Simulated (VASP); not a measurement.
## Cs2SnI6: phonons with LDA

Cs2SnI6:

```
CELL_PARAMETERS angstrom
0.00000 5.64779 5.64779
5.64779 0.00000 5.64779
5.64779 5.64779 0.00000
ATOMIC_POSITIONS crystal
Cs 0.25000 0.25000 0.25000
Cs 0.75000 0.75000 0.75000
Sn 0.00000 0.00000 0.00000
I 0.74792 0.25208 0.25208
I 0.25208 0.74792 0.25208
I 0.25208 0.74792 0.74792
I 0.74792 0.25208 0.74792
I 0.25208 0.25208 0.74792
I 0.74792 0.74792 0.25208
```

```
Program                : VASP 6.6.1
Task                   : phonons
Functional             : LDA
Potentials or basis    : VASP PAW LDA potentials, release 64 (Cs_sv, Sn_d, I)
Cutoff                 : 600 eV
k mesh                 : 6 × 6 × 6
Occupations            : gaussian, width 0.03 eV
Spin                   : no spin polarisation
By perturbation theory : no
Further INCAR settings : ALGO = Fast; EDIFF = 1e-08; IBRION = 6; POTIM = 0.015; NSW = 1
```

```
Relaxed volume                                          : 40.01 Å³/atom
Relaxed cell                                            : a = 7.986 Å, b = 7.986 Å, c = 7.986 Å, α = 60.00°, β = 60.00°, γ = 60.00°
Space group after relaxing (to 0.05 Å)                  : Fm-3m (No. 225)
Highest phonon frequency at Γ, LO-TO splitting left out : 162 cm⁻¹
```

Final structure:
```
CELL_PARAMETERS angstrom
0.00000 5.64676 5.64676
5.64676 0.00000 5.64676
5.64676 5.64676 0.00000
ATOMIC_POSITIONS crystal
Cs 0.25000 0.25000 0.25000
Cs 0.75000 0.75000 0.75000
Sn 0.00000 0.00000 0.00000
I 0.74784 0.25216 0.25216
I 0.25216 0.74784 0.25216
I 0.25216 0.74784 0.74784
I 0.74784 0.25216 0.74784
I 0.25216 0.25216 0.74784
I 0.74784 0.74784 0.25216
```

Phonon frequencies in cm⁻¹ (negative: imaginary):
```csv
q point,frequencies
"(0.000, 0.000, 0.000)",-14 -14 -14 0 0 0 38 38 38 44 44 44 48 48 48 72 72 72 76 76 76 92 92 127 162 162 162
```

It took 53 min on 2 MPI ranks on Intel(R) Xeon(R) Platinum 8488C (Sapphire Rapids), on a shared host, peak memory 1.7 GiB a rank.

Caveat: some modes are imaginary. The run has no spin-orbit coupling, so splittings on Cs, I are missing.
